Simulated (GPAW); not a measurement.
TiTe:

```xyz
4
Lattice="3.8420 0.0000 0.0000 -1.9210 3.3273 0.0000 0.0000 0.0000 6.4030" Properties=species:S:1:pos:R:3 pbc="T T T"
Te    1.9210    1.1091    4.8022
Te    0.0000    2.2182    1.6007
Ti    0.0000    0.0000    3.2015
Ti    0.0000    0.0000    0.0000
```

Base run:

| Quantity | Value |
| --- | --- |
| Program | GPAW 26.7.0 |
| Functional | LDA |
| Potentials or basis | the program's PAW data sets (release 1.2.1) made for this functional |
| Cutoff | 600 eV |
| Basis | pw |
| k mesh | 7 × 7 × 4 |
| Occupations | fermi-dirac, width 0.05 eV |
| Spin | no spin polarisation |

Its results: pressure 0.0 GPa.

**Question.** After a change of settings the same cell gave: pressure 2.9 GPa. Which change was it?
A. cutoff from 600 eV to 450 eV
B. functional from LDA to PBEsol; potentials or basis from the program's PAW data sets (release 1.2.1) made for this functional to PAW data sets generated in the run's folder for this functional
C. functional from LDA to r2SCAN; potentials or basis from the program's PAW data sets (release 1.2.1) made for this functional to GPAW PAW data sets (gpaw-data 1.2.1)

**Answer.** B.

Not every run made on this cell is shown here.
